SnSe2 in the anatase structure (I4_1/amd, 6 atoms in the cell, conventional a = 5.629 Å, c = 11.023 Å), relaxed with r2SCAN and held fixed for all rows. Calculated with Ansatz 0.2.0, plane-wave PAW, cutoff 420 eV (500 eV for r2SCAN), k mesh 6×6×6 (4×4×4 for HSE06 and PBE0). Gaps are the least over the k mesh and the named k points.

```csv
level of theory,band gap (eV),least direct gap (eV)
PBE,0.301,0.530
r2SCAN,0.479,0.809
HSE06,1.013,1.250
PBE+SOC,0.254,0.405
PBE0,1.673,1.860
LDA,0.158,0.389
```

Relative to PBE, exact exchange opens the gap of this SnSe₂ crystal by 0.71 eV in HSE06 and by 1.37 eV in PBE0, while the semilocal functionals LDA, PBE and r2SCAN differ among themselves by a few tenths. PBE0 and HSE06 contain the same quarter of exact exchange, yet their gaps lie 0.66 eV apart. The share of exact exchange therefore can't explain the order of the rows by itself. It also matters over what distance the exchange acts.

HSE06 splits the repulsion between two electrons into a short-range and a long-range part and uses exact exchange only in the first. PBE0 uses it in both. Going from PBE to HSE06 and on to PBE0 thus switches on exact exchange in two steps, at fixed atoms. The first opens the gap by 0.71 eV and the second by 0.66 eV, so the long-range part does almost half of the work. Both hybrids use the same k mesh, which is coarser than that of the other rows; the first step therefore also contains an effect of the mesh, whose size isn't tested here.

The long-range part can be estimated by hand, because it is so smooth. It has the form $\mathrm{erf}(\omega r)/r$, where $r$ is the distance between the electrons and $\omega$ sets the range, about 0.11 per bohr in HSE06. At $r=0$ it doesn't diverge but takes the finite value $V_0 = 2\omega/\sqrt{\pi}$ in atomic units. At the shortest Sn–Se distance, 2.54 Å, it still has 91 % of that value, so across a bond it is nearly a constant. The states of a crystal extend much further than a bond. In an insulator, however, the contributions of all filled states together cancel at large distances, so that exchange comes mostly from points close to each other.

Exchange with a constant interaction is simple. The exchange energy of a state depends on its overlap with each of the filled states, and different orbitals are orthogonal. A filled state overlaps only with itself and is lowered by the full $V_0$. An empty state finds no partner among the filled ones and isn't lowered at all. With the mixing fraction $a = 0.25$, the gap should open by

$$\Delta E = a\,\frac{2\omega}{\sqrt{\pi}} = 0.25 \times \frac{2 \times 0.11}{1.77} \times 27.2\ \text{eV} \approx 0.84\ \text{eV}.$$

The computed step is 78 % of this. Both constants are the usual settings of the functionals, and neither was adjusted to the table. An estimate on the high side is what the argument leads to, since the true interaction falls off with distance: at twice the bond length it is down to 73 % of $V_0$. Filled states then lose part of their lowering, and empty states gain a little. The exact percentage deserves less trust than the size of the step, because the convergence of PBE0's long-range exchange with the k mesh is untested here.

The same picture says how the two band edges should move. PBE0 also removes a quarter of the long-range semilocal exchange. For a constant interaction that exchange amounts to $-V_0/2$ per electron, so taking a quarter of it away raises every state, filled or empty, by $aV_0/2$. The net result is a valence edge lowered by 0.42 eV and a conduction edge raised by as much. On the common mesh the calculation gives a fall of 0.35 eV and a rise of 0.30 eV, provided that both runs count energies from the same average electrostatic potential, as is usual for plane waves.

A nearly constant interaction also takes little notice of the shape of an orbital. The least direct gap, which lies at the zone centre Γ in every run whose output gives its place, should therefore open about as much as the indirect one. It does so, by 1.860 − 1.250 = 0.61 eV. The estimate contains no property of tin or selenium, only $a$ and $\omega$. For a neighbouring semiconductor with similar bond lengths, a step of the same order is thus a reasonable first guess.

The short-range step has no such shortcut. At small distances the repulsion varies steeply, and the energy gained depends on how compact each orbital is. From PBE to HSE06 the valence edge falls by 0.58 eV, while the conduction edge rises by only 0.13 eV, with the same assumption about the energy zero. The chemistry of tin(IV) selenides suggests why: the valence edge is mainly Se 4p, fairly compact and filled, whereas the conduction edge is a more extended antibonding mixture of Sn 5s and Se 4p. Semilocal functionals leave a compact filled orbital partly repelled by its own charge, and exact exchange removes some of that error.

The semilocal rows lie lower because they contain no exact exchange. LDA and PBE act on filled and empty states with one and the same local potential, so nothing singles out the filled ones for an extra lowering. LDA uses the density alone, and PBE adds its gradient, which opens both gaps by 0.14 eV in this crystal. r2SCAN also uses the kinetic energy density of the orbitals. Its potential therefore has an extra term that depends on how steeply an orbital varies. The term is the same for filled and empty states, but it can move them apart where their orbitals differ in steepness, which is a limited substitute for what exact exchange does.

r2SCAN is irregular in one respect. Relative to PBE it opens the band gap by 0.18 eV but the direct gap at Γ by 0.28 eV, whereas HSE06 opens both by nearly the same amount. A term that depends on the steepness of the orbitals needn't shift all states of a band together. That the orbitals at Γ differ in steepness from those at the indirect edges is a plausible guess, which the outputs can't test.

Spin–orbit coupling is the one addition that narrows the gap. It takes 0.05 eV from the band gap of PBE and 0.125 eV from the direct gap. In a free p shell the coupling raises the upper levels by a third of the total splitting. With a rough 0.4 eV for selenides this gives 0.13 eV, close to the change at Γ. For a valence top made of Se 4p alone, this is about the most to be expected. A tetragonal crystal can't keep all three p levels together, even at Γ, and separating them either weakens the effect or leaves it as it is. At the indirect gap the valence edge rises by only 0.05 eV, again with a common energy zero assumed, and the conduction edge hardly moves. A stronger weakening at this valence edge would explain the smaller change, but the outputs don't show the orbitals that would confirm it.

The hybrid rows don't contain this coupling. If the PBE change carries over, HSE06 comes down from 1.01 to about 0.97 eV, a small correction beside the choice between the two hybrids. That choice can't be settled by the measured gap of SnSe₂, because the known compound is layered and this anatase form is hypothetical. Physically it is a choice about screening: in a solid the other electrons weaken the exchange between distant charges, which HSE06 imitates by leaving out the long-range exact part and PBE0 by a fixed quarter at all distances. For anyone who selects materials by computed gaps, a threshold set with one hybrid shouldn't be applied to values from the other.
